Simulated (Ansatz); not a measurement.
# KCl (Sylvite) (Fm-3m) in Ansatz: convergence with n extra bands

Aim: find how far n extra bands must go before the results for KCl (Sylvite) settle, at PBE. This setting moves, with any that are tied to it; all else stays.

Program: Ansatz 0.2.0. These are calculated values, not measurements. Logs are shortened: lines on timing, memory, paths and dates and some standing lists are left out, and cuts for length are marked.

## 1. Starting point

The structure is cubic, space group Fm-3m (No. 225). The conventional cell has a = 6.293 Å, b = 6.293 Å, c = 6.293 Å, α = 90.00°, β = 90.00°, γ = 90.00°. K (site symmetry m-3m) is surrounded by 6 Cl at 3.15 Å. Cl (site symmetry m-3m) has 6 K at 3.15 Å as nearest neighbours.

## 2. With n extra bands 1

input.yaml reads:

```yaml
crystal:
  lattice:
    - [0.0, 3.14647, 3.14647]
    - [3.14647, 0.0, 3.14647]
    - [3.14647, 3.14647, 0.0]
  atoms:
    - { symbol: K, position: [0.0, 0.0, 0.0] }
    - { symbol: Cl, position: [0.5, 0.5, 0.5] }
kpoints:
  mp_grid: { grid: [7, 7, 7] }
scf:
  occupations: { method: fermi_dirac, width: 0.05 }
  n_extra_bands: 1
hamiltonian:
  xc: pbe
  pseudopotentials: { kind: all_electron, lapw: { basis_error: 0.001 } }
output:
  forces: true
  stress: true
  eigenvalues: true
```

Potentials or basis: all-electron LAPW, scalar-relativistic.

On the command line:

```sh
> ansatz run input.yaml --threads 1 --pin off --max-ram 3072MiB --backend cpu --events-out ev --progress --plain --runs-dir out
```

Standard output:

```text
Warning: RAYON_NUM_THREADS=1 ignored (pool sized by the plan → 1); use --threads N
LAPW: plane waves up to 6.049 Å⁻¹, error target 1.0e-3 eV per atom; small_component_spin mean_spin; Cl in spheres of 1.554 Å, 15 of its electrons in bands, Dirac shells []; K in spheres of 1.593 Å, 9 of its electrons in bands, Dirac shells [] (how accurate: hamiltonian.pseudopotentials.lapw.basis_error, Limitations)
scf.n_extra_bands = 1 over 12 filled bands (N_el = 24.0): the run solves 13 bands
Engine: ansatz 0.2.0, aarch64-unknown-linux-gnu
Pseudopotentials: kind: all_electron
Pseudopotential: K, LAPW, valence charge 9, lapw/all_electron/scalar/gaussian/K, Koelling and Harmon's equation, gaussian nucleus
Pseudopotential: Cl, LAPW, valence charge 15, lapw/all_electron/scalar/gaussian/Cl, Koelling and Harmon's equation, gaussian nucleus
Functional definition: PBE
  parameter kappa = 0.804
  parameter beta = 0.06672455060314922
  exchange = pbe_x(kappa = kappa, mu = beta*pi^2/3)
  correlation = pbe_c(beta = beta)
Crystal: 2 atoms, lattice volume = 62.302 Å³
Basis set: ecut = 139.42876969100456 eV, 259 PW (Γ), exchange–correlation at level 2
Bands: 13, of which v1, the nominal top of the filled ones, is band 12 counted from 1 (11 counted from 0)
Symmetry: 48 space group operations
Space group: Fm-3m (ITA 225), of the structure as read, at distance tolerance 4.0e-5 Å
k-points: 20 of 343
Non-local potential: K, projectors of the file, none
Non-local potential: Cl, projectors of the file, none
Initial density: superposition of atomic densities (chi_scale 0.1, normalization cell, long waves kept (reshape's long-wave potential 0.00 eV rms))
Initial wavefunctions: plane waves of lowest kinetic energy (no species holds an atomic orbital)
Functional: x = pbe(κ = 0.804, μ = 0.2195149727645171), c = pbe(β = 0.06672455060314922)
iter 1 solved again at ethr=2.05e-3 eV; its pass at ethr=1.00e-1 eV (dr2=4.91e-1 eV) is discarded
SCF iter   1: F=—  HF=-28946.873358 eV  |F-HF|=—  |Δ(HF+E_count)|=         —  Δρ=1.83e-2  dr2=4.90e-1  ethr=2.05e-3  ⟨swp⟩=2.0  Hψ=1835  notcnv=0
preconditioner: auto → none  [insulator: Δε(μ)=5.925 eV  Ē_g=13.745 eV  σ=0.050 eV  W_gap=1.00  n_scr=14 (ndim 8)  ℏωp=17.6 eV  f_vac=0.000  D(μ)=0.00/eV (n_scr^D=0)  ε∞_Penn≈2.6]
iter 2 solved again at ethr=8.22e-5 eV; its pass at ethr=2.04e-3 eV (dr2=1.97e-2 eV) is discarded
SCF iter   2: F=—  HF=-28946.577168 eV  |F-HF|=—  |Δ(HF+E_count)|=   2.96e-1  Δρ=3.86e-3  dr2=1.97e-2  ethr=8.22e-5  ⟨swp⟩=2.0  Hψ=1515  notcnv=0
SCF iter   3: F=—  HF=-28946.580594 eV  |F-HF|=—  |Δ(HF+E_count)|=         —  Δρ=2.75e-3  dr2=1.08e-2  ethr=8.20e-5  ⟨swp⟩=2.2  Hψ=944  notcnv=0
the basis was enlarged: its passes take 29.2 KiB over the memory plan, 1 of 1 planned eigensolver slots
SCF iter   4: F=—  HF=-28946.587462 eV  |F-HF|=—  |Δ(HF+E_count)|=   6.87e-3  Δρ=4.04e-4  dr2=2.17e-4  ethr=4.51e-5  ⟨swp⟩=2.8  Hψ=967  notcnv=0
SCF iter   5: F=—  HF=-28946.587815 eV  |F-HF|=—  |Δ(HF+E_count)|=   3.52e-4  Δρ=4.64e-5  dr2=2.65e-6  ethr=9.06e-7  ⟨swp⟩=3.0  Hψ=977  notcnv=0
SCF iter   6: F=—  HF=-28946.587787 eV  |F-HF|=—  |Δ(HF+E_count)|=   2.74e-5  Δρ=5.38e-6  dr2=3.27e-8  ethr=1.11e-8  ⟨swp⟩=3.0  Hψ=1049  notcnv=0
SCF iter   7: F=-28946.587787 eV  HF=-28946.587787 eV  |F-HF|=4.78e-9  |Δ(HF+E_count)|=   9.75e-8  Δρ=8.01e-7  dr2=4.42e-10  ethr=1.36e-10  ⟨swp⟩=3.0  Hψ=1026  notcnv=0
SCF 1 converged in 7 iterations: F = -28946.587787 eV  dr2 = 4.42e-10
SCF converged after 7 iterations
Free energy (F): -28946.587787 eV
Harris-Foulkes:  -28946.587787 eV  (|F-HF|=4.78e-9)
Internal energy: -28946.587787 eV  (E = F + TS)
E sigma→0 (E₀):  -28946.587787 eV
Fermi energy:    3.959008 eV
--- Per-component energies (eV) ---
  E_band       = -1692.258936
  E_kinetic    = 29125.015202
  E_xc         = -1679.015489
  E_electrostatic = -56392.587501  (all electrons and nuclei)
  E_smearing   = -0.000000  (= −TS)
  E_closure    = 0.000000  (closes the sum)
  E_atoms      = -28939.818367  (free atoms, spherical and without spin; not in F)
  Σ components = -28946.587787   (vs F -28946.587787, Δ=0.00e0)
  Basis errors (estimates in eV, not in F): energy 4.3e-4 per atom: plane waves 3.9e-4 (2.1e-4 summed), levels above the bands 5.3e-40, relativity 2.1e-8, radial functions 4.4e-5, core shells 5.2e-7; eigenvalues (radial functions only) 2.3e-6; not estimated: angular momenta, meshes, grids; target (lapw.basis_error) 1.0e-3; muffin-tin radii Cl 1.554 Å, K 1.593 Å
--- Forces (eV/Å), atoms counted from 1 ---
  atom   1  K     -0.00000000     0.00000000    -0.00000000
  atom   2  Cl     0.00000000    -0.00000000    -0.00000000
  max |Σ_I F_I| component: 3.25e-30 eV/Å
--- Stress (GPa, compression-positive) ---
        0.755734       0.000000       0.000000
        0.000000       0.755734       0.000000
        0.000000       0.000000       0.755734
  P = ⅓ Tr σ = 0.7557 GPa (7.557 kbar)
--- Band table (eV; the first three rows and the last of 20) ---
  k-point 0: bands = ["-241.7860", "-180.6961", "-180.6961", "-180.6961", "-25.8995", "-10.8244", "-9.3605", "-9.3605", "-9.3605", "1.2931", "1.2931", "1.2931", "6.4816"]
  k-point 1: bands = ["-241.7860", "-180.6961", "-180.6961", "-180.6961", "-25.8975", "-10.8634", "-9.3622", "-9.3622", "-9.3114", "1.0525", "1.2282", "1.2282", "6.9612"]
  k-point 2: bands = ["-241.7860", "-180.6961", "-180.6961", "-180.6961", "-25.8930", "-10.9434", "-9.3662", "-9.3662", "-9.2084", "0.5956", "1.0889", "1.0889", "8.0105"]
  k-point 19: bands = ["-241.7860", "-180.6961", "-180.6961", "-180.6961", "-25.8859", "-10.8364", "-9.4650", "-9.4291", "-9.2701", "0.7130", "0.7890", "0.9297", "9.0117"]
```

It took 2.9 s on 1 thread of Arm Neoverse V1, shared host; peak memory 0.23 GiB.

What came out:

* Free energy: -28946.5878 eV
* Pressure: 0.8 GPa
* Band gap on the k mesh: 5.19 eV, direct

## 3. With n extra bands 2

Changes to input.yaml since step 2:

```diff
@@ -12,3 +12,3 @@
   occupations: { method: fermi_dirac, width: 0.05 }
-  n_extra_bands: 1
+  n_extra_bands: 2
 hamiltonian:
```

Potentials or basis: all-electron LAPW, scalar-relativistic.

On the command line:

```sh
> ansatz run input.yaml --threads 1 --pin off --max-ram 3072MiB --backend cpu --events-out ev --progress --plain --runs-dir out
```

It took 3 s on 1 thread of Arm Neoverse V1, shared host; peak memory 0.23 GiB.

Results:

```
Free energy            : -28946.5878 eV
Pressure               : 0.8 GPa
Band gap on the k mesh : 5.19 eV, direct
```

## 4. With n extra bands 4

Changes to input.yaml since step 3:

```diff
@@ -12,3 +12,3 @@
   occupations: { method: fermi_dirac, width: 0.05 }
-  n_extra_bands: 2
+  n_extra_bands: 4
 hamiltonian:
```

On the command line:

```sh
> ansatz run input.yaml --threads 1 --pin off --max-ram 3072MiB --backend cpu --events-out ev --progress --plain --runs-dir out
```

It took 3.1 s on 1 thread of Arm Neoverse V1, shared host; peak memory 0.23 GiB.

What came out:

```yaml
Free_energy: -28946.5878 eV
Pressure: 0.8 GPa
Band_gap_on_the_k_mesh: 5.19 eV, direct
```

## 5. With n extra bands 8

Changes to input.yaml since step 4:

```diff
@@ -12,3 +12,3 @@
   occupations: { method: fermi_dirac, width: 0.05 }
-  n_extra_bands: 4
+  n_extra_bands: 8
 hamiltonian:
```

On the command line:

```sh
> ansatz run input.yaml --threads 1 --pin off --max-ram 3072MiB --backend cpu --events-out ev --progress --plain --runs-dir out
```

It took 3.5 s on 1 thread of Arm Neoverse V1, shared host; peak memory 0.23 GiB.

What came out:

```
Free energy            : -28946.5878 eV
Pressure               : 0.8 GPa
Band gap on the k mesh : 5.19 eV, direct
```

## 6. With n extra bands 16

Changes to input.yaml since step 5:

```diff
@@ -12,3 +12,3 @@
   occupations: { method: fermi_dirac, width: 0.05 }
-  n_extra_bands: 8
+  n_extra_bands: 16
 hamiltonian:
```

Potentials or basis: all-electron LAPW, scalar-relativistic.

On the command line:

```sh
> ansatz run input.yaml --threads 1 --pin off --max-ram 3072MiB --backend cpu --events-out ev --progress --plain --runs-dir out
```

It took 4 s on 1 thread of Arm Neoverse V1, shared host; peak memory 0.24 GiB.

The run converged. Its results:

- Free energy: -28946.5878 eV
- Pressure: 0.8 GPa
- Band gap on the k mesh: 5.19 eV, direct

## 7. With n extra bands 32

Changes to input.yaml since step 6:

```diff
@@ -12,3 +12,3 @@
   occupations: { method: fermi_dirac, width: 0.05 }
-  n_extra_bands: 16
+  n_extra_bands: 32
 hamiltonian:
```

On the command line:

```sh
> ansatz run input.yaml --threads 1 --pin off --max-ram 3072MiB --backend cpu --events-out ev --progress --plain --runs-dir out
```

Wall time 6.1 s (1 thread of Arm Neoverse V1, shared host); peak memory 0.25 GiB.

It converged, with:

```
Free energy            : -28946.5878 eV
Pressure               : 0.8 GPa
Band gap on the k mesh : 5.19 eV, direct
```

## 8. Summary

```
n extra bands  energy less the tightest run, at zero smearing (meV/atom)  SCF cycles  CPU time (s)  peak memory (GiB)
            1                                                       0.01           7           2.9               0.23
            2                                                       0.01           7             3               0.23
            4                                                       0.01           7           3.1               0.23
            8                                                       0.01           7           3.5               0.23
           16                                                       0.00           6             4               0.24
           32                                                       0.00           6             6               0.25
```

Against the tightest run, the energy stays within 1 meV/atom from 1 on. The tightest run that finished is the yardstick and may itself not be fully converged.

Caveats: an odd mesh through Γ misses points on the zone boundary, where band edges often lie.
